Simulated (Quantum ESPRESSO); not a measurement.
# SiNi (Pmmn) in Quantum ESPRESSO: reference runs, part 2 of 2

Quantum ESPRESSO 7.5. Earlier steps stand in the parts before.

## Step 3: Single point, PBE, collinear spin, ferromagnetic start (atoms moved at random, drawn with an rms of 0.05 Å)

File pw.in:

```
&CONTROL
  calculation = 'scf'
  prefix = 'pwscf'
  outdir = './tmp'
  pseudo_dir = './pseudo'
  tprnfor = .true.
  tstress = .true.
  disk_io = 'nowf'
/
&SYSTEM
  ibrav = 0
  nat = 4
  ntyp = 2
  ecutwfc = 55
  ecutrho = 440
  nbnd = 34
  occupations = 'smearing'
  smearing = 'fd'
  degauss = 0.00367493
  nspin = 2
  starting_magnetization(1) = 0.0556
  starting_magnetization(2) = 0
/
&ELECTRONS
  conv_thr = 8d-10
  electron_maxstep = 120
  mixing_beta = 0.3
/
ATOMIC_SPECIES
Ni    58.6934 ni_pbe_v1.4.uspp.F.UPF
Si    28.0850 Si.pbe-n-rrkjus_psl.1.0.0.UPF
CELL_PARAMETERS angstrom
   2.9427706600    0.0000000000    0.0000000000
   0.0000000000    3.2803255400    0.0000000000
   0.0000000000    0.0000000000    4.6774467600
ATOMIC_POSITIONS crystal
Ni     0.4923060000    0.4990710000    0.3386270000
Ni    -0.0030320000   -0.0088980000    0.6541060000
Si     0.5011560000    0.5092570000    0.8448520000
Si    -0.0077360000    0.0014570000    0.1542780000
K_POINTS automatic
9 8 6 0 0 0
```

Potentials or basis: SSSP 1.3 efficiency PBE.

Started as:

```bash
> OMP_NUM_THREADS=1 mpirun -n 2 pw.x -nk 2 -in pw.in > pw.out
```

pw.out:

```text
This program is part of the open-source Quantum ESPRESSO suite
     for quantum simulation of materials; please cite
         "P. Giannozzi et al., J. Phys.:Condens. Matter 21 395502 (2009);
         "P. Giannozzi et al., J. Phys.:Condens. Matter 29 465901 (2017);
         "P. Giannozzi et al., J. Chem. Phys. 152 154105 (2020);
     in publications or presentations arising from this work. More details at

     K-points division:     npool     =       2
     Subspace diagonalization in iterative solution of the eigenvalue problem:
     a serial algorithm will be used

     G-vector sticks info
     --------------------
     sticks:   dense  smooth     PW     G-vecs:    dense   smooth      PW
     Sum        1209     603    187                47575    16815    2849

     Using Slab Decomposition

     bravais-lattice index     =            0
     lattice parameter (alat)  =       5.5610  a.u.
     unit-cell volume          =     304.7045 (a.u.)^3
     number of atoms/cell      =            4
     number of atomic types    =            2
     number of electrons       =        44.00
     number of Kohn-Sham states=           34
     kinetic-energy cutoff     =      55.0000  Ry
     charge density cutoff     =     440.0000  Ry
     scf convergence threshold =      8.0E-10
     mixing beta               =       0.3000
     number of iterations used =            8  plain     mixing
     Exchange-correlation= PBE
                           (   1   4   3   4   0   0   0)

     celldm(1)=   5.561031  celldm(2)=   0.000000  celldm(3)=   0.000000
     celldm(4)=   0.000000  celldm(5)=   0.000000  celldm(6)=   0.000000

     crystal axes: (cart. coord. in units of alat)
               a(1) = (   1.000000   0.000000   0.000000 )
               a(2) = (   0.000000   1.114706   0.000000 )
               a(3) = (   0.000000   0.000000   1.589470 )

     reciprocal axes: (cart. coord. in units 2 pi/alat)
               b(1) = (  1.000000  0.000000  0.000000 )
               b(2) = (  0.000000  0.897097  0.000000 )
               b(3) = (  0.000000  0.000000  0.629140 )

     PseudoPot. # 1 for Ni read from file:
     ni_pbe_v1.4.uspp.F.UPF
     Pseudo is Ultrasoft + core correction, Zval = 18.0
     Generated by new atomic code, or converted to UPF format
     Using radial grid of  865 points,  6 beta functions with:
                l(1) =   0
                l(2) =   0
                l(3) =   1
                l(4) =   1
                l(5) =   2
                l(6) =   2
     Q(r) pseudized with 10 coefficients,  rinner =    0.980   0.980   0.980
                                                       0.980   0.980

     PseudoPot. # 2 for Si read from file:
     Si.pbe-n-rrkjus_psl.1.0.0.UPF
     Pseudo is Ultrasoft + core correction, Zval =  4.0
     Generated using "atomic" code by A. Dal Corso  v.5.1
     Using radial grid of 1141 points,  6 beta functions with:
                l(1) =   0
                l(2) =   0
                l(3) =   1
                l(4) =   1
                l(5) =   2
                l(6) =   2
     Q(r) pseudized with 0 coefficients

     atomic species   valence    mass     pseudopotential
     Ni               18.00    58.69340     Ni( 1.00)
     Si                4.00    28.08500     Si( 1.00)

     Starting magnetic structure
     atomic species   magnetization
     Ni              0.056
     Si              0.000

     No symmetry found

   Cartesian axes

     site n.     atom                  positions (alat units)
         1        Ni     tau(   1) = (   0.4923060   0.5563177   0.5382376  )
         2        Ni     tau(   2) = (  -0.0030320  -0.0099187   1.0396821  )
         3        Si     tau(   3) = (   0.5011560   0.5676721   1.3428672  )
         4        Si     tau(   4) = (  -0.0077360   0.0016241   0.2452203  )

     number of k points=   218  Fermi-Dirac smearing, width (Ry)=  0.0037

     Number of k-points >= 100: set verbosity='high' to print them.

     Dense  grid:    47575 G-vectors     FFT dimensions: (  40,  45,  60)

     Smooth grid:    16815 G-vectors     FFT dimensions: (  27,  30,  45)

     Check: negative core charge=   -0.000007
     Generating pointlists ...
     new r_m :   0.3238 (alat units)  1.8007 (a.u.) for type    1
     new r_m :   0.3238 (alat units)  1.8007 (a.u.) for type    2

     Initial potential from superposition of free atoms

     starting charge      39.9989, renormalised to      44.0000
     Starting wfcs are   34 randomized atomic wfcs

     Self-consistent Calculation

     iteration #  1     ecut=    55.00 Ry     beta= 0.30
     Davidson diagonalization with overlap
     ethr =  1.00E-02,  avg # of iterations =  6.1

     total energy              =    -675.84745678 Ry
     estimated scf accuracy    <     108.46688658 Ry

     total magnetization       =     0.18 Bohr mag/cell
     absolute magnetization    =     0.24 Bohr mag/cell

     iteration #  2     ecut=    55.00 Ry     beta= 0.30
     Davidson diagonalization with overlap
     ethr =  1.00E-02,  avg # of iterations =  3.0

     total energy              =    -708.30603859 Ry
     estimated scf accuracy    <      38.44839045 Ry

     total magnetization       =     0.08 Bohr mag/cell
     absolute magnetization    =     0.09 Bohr mag/cell

     iteration #  3     ecut=    55.00 Ry     beta= 0.30
     Davidson diagonalization with overlap
     ethr =  1.00E-02,  avg # of iterations =  2.0

     total energy              =    -708.56452327 Ry
     estimated scf accuracy    <       6.42954218 Ry

     total magnetization       =     0.10 Bohr mag/cell
     absolute magnetization    =     0.14 Bohr mag/cell

     iteration #  4     ecut=    55.00 Ry     beta= 0.30
     Davidson diagonalization with overlap
     ethr =  1.00E-02,  avg # of iterations =  2.0

     total energy              =    -709.19455931 Ry
     estimated scf accuracy    <       0.68663968 Ry

     total magnetization       =     0.15 Bohr mag/cell
     absolute magnetization    =     0.37 Bohr mag/cell

     iteration #  5     ecut=    55.00 Ry     beta= 0.30
     Davidson diagonalization with overlap
     ethr =  1.56E-03,  avg # of iterations =  2.4

     total energy              =    -709.42938689 Ry
     estimated scf accuracy    <       2.98555951 Ry

     total magnetization       =     0.03 Bohr mag/cell
     absolute magnetization    =     0.11 Bohr mag/cell

     iteration #  6     ecut=    55.00 Ry     beta= 0.30
     Davidson diagonalization with overlap
     ethr =  1.56E-03,  avg # of iterations =  2.0

     total energy              =    -709.48253103 Ry
     estimated scf accuracy    <       0.45808103 Ry

     total magnetization       =     0.07 Bohr mag/cell
     absolute magnetization    =     0.17 Bohr mag/cell

     iteration #  7     ecut=    55.00 Ry     beta= 0.30
     Davidson diagonalization with overlap
     ethr =  1.04E-03,  avg # of iterations =  1.3

     total energy              =    -709.52634185 Ry
     estimated scf accuracy    <       0.01202252 Ry

     total magnetization       =     0.04 Bohr mag/cell
     absolute magnetization    =     0.13 Bohr mag/cell
[... 48 lines left out ...]
     total magnetization       =     0.00 Bohr mag/cell
     absolute magnetization    =     0.00 Bohr mag/cell

     iteration # 13     ecut=    55.00 Ry     beta= 0.30
     Davidson diagonalization with overlap
     ethr =  1.35E-07,  avg # of iterations =  1.0

     total energy              =    -709.52592871 Ry
     estimated scf accuracy    <       0.00000895 Ry

     total magnetization       =     0.00 Bohr mag/cell
     absolute magnetization    =     0.00 Bohr mag/cell

     iteration # 14     ecut=    55.00 Ry     beta= 0.30
     Davidson diagonalization with overlap
     ethr =  2.03E-08,  avg # of iterations =  1.2

     total energy              =    -709.52593002 Ry
     estimated scf accuracy    <       0.00000039 Ry

     total magnetization       =    -0.00 Bohr mag/cell
     absolute magnetization    =     0.00 Bohr mag/cell

     iteration # 15     ecut=    55.00 Ry     beta= 0.30
     Davidson diagonalization with overlap
     ethr =  8.90E-10,  avg # of iterations =  1.6

     total energy              =    -709.52593009 Ry
     estimated scf accuracy    <          4.5E-09 Ry

     total magnetization       =     0.00 Bohr mag/cell
     absolute magnetization    =     0.00 Bohr mag/cell

     iteration # 16     ecut=    55.00 Ry     beta= 0.30
     Davidson diagonalization with overlap
     ethr =  1.02E-11,  avg # of iterations =  3.2

     total energy              =    -709.52593009 Ry
     estimated scf accuracy    <          1.3E-09 Ry

     total magnetization       =     0.00 Bohr mag/cell
     absolute magnetization    =     0.00 Bohr mag/cell

     iteration # 17     ecut=    55.00 Ry     beta= 0.30
     Davidson diagonalization with overlap
     ethr =  2.93E-12,  avg # of iterations =  2.0

     Magnetic moment per site  (integrated on atomic sphere of radius R)
     atom   1 (R=0.324)  charge= 16.4248  magn=  0.0000
     atom   2 (R=0.324)  charge= 16.4192  magn=  0.0000
     atom   3 (R=0.324)  charge=  1.7562  magn=  0.0000
     atom   4 (R=0.324)  charge=  1.7606  magn=  0.0000

     End of self-consistent calculation

     Number of k-points >= 100: set verbosity='high' to print the bands.

     the Fermi energy is    16.1918 ev

!    total energy              =    -709.52593010 Ry
     estimated scf accuracy    <          1.1E-10 Ry
     smearing contrib. (-TS)   =      -0.00061958 Ry
     internal energy E=F+TS    =    -709.52531052 Ry

     The total energy is F=E-TS. E is the sum of the following terms:
     one-electron contribution =    -519.06854437 Ry
     hartree contribution      =     285.79594047 Ry
     xc contribution           =     -83.88961474 Ry
     ewald contribution        =    -392.36309187 Ry

     total magnetization       =     0.00 Bohr mag/cell
     absolute magnetization    =     0.00 Bohr mag/cell

     convergence has been achieved in  17 iterations

     Forces acting on atoms (cartesian axes, Ry/au):

     atom    1 type  1   force =     0.00201562   -0.00091548    0.01114671
     atom    2 type  1   force =     0.00011547    0.01495114    0.00031411
     atom    3 type  2   force =    -0.00400356   -0.01451947   -0.01122732
     atom    4 type  2   force =     0.00187246    0.00048380   -0.00023351

     Total force =     0.026636     Total SCF correction =     0.000039

     Computing stress (Cartesian axis) and pressure

          total   stress  (Ry/bohr**3)                   (kbar)     P=       70.17
   0.00047243   0.00000548   0.00001069           69.50        0.81        1.57
   0.00000548   0.00048942  -0.00001028            0.81       72.00       -1.51
   0.00001069  -0.00001028   0.00046907            1.57       -1.51       69.00

=------------------------------------------------------------------------------=
   JOB DONE.
=------------------------------------------------------------------------------=
```

Wall time 7.4 min (2 MPI ranks of Arm Neoverse V1, shared host); peak memory 0.76 GiB.

What came out:

```
Free energy                                           : -9653.5921 eV
Pressure                                              : 7.0 GPa
Largest force                                         : 0.483 eV/Å
Band gap on the k mesh                                : none (metal or under the smearing width)
Net moment                                            : 0.00 μB per cell
Absolute moment                                       : 0.00 μB per cell
Valence electrons inside the program's atomic spheres : Ni 16.42; Si 1.76
```

Forces in eV/Å, atoms in the order of the input:
```
Ni   0.052 -0.024  0.287
Ni   0.003  0.384  0.008
Si  -0.103 -0.373 -0.289
Si   0.048  0.012 -0.006
```
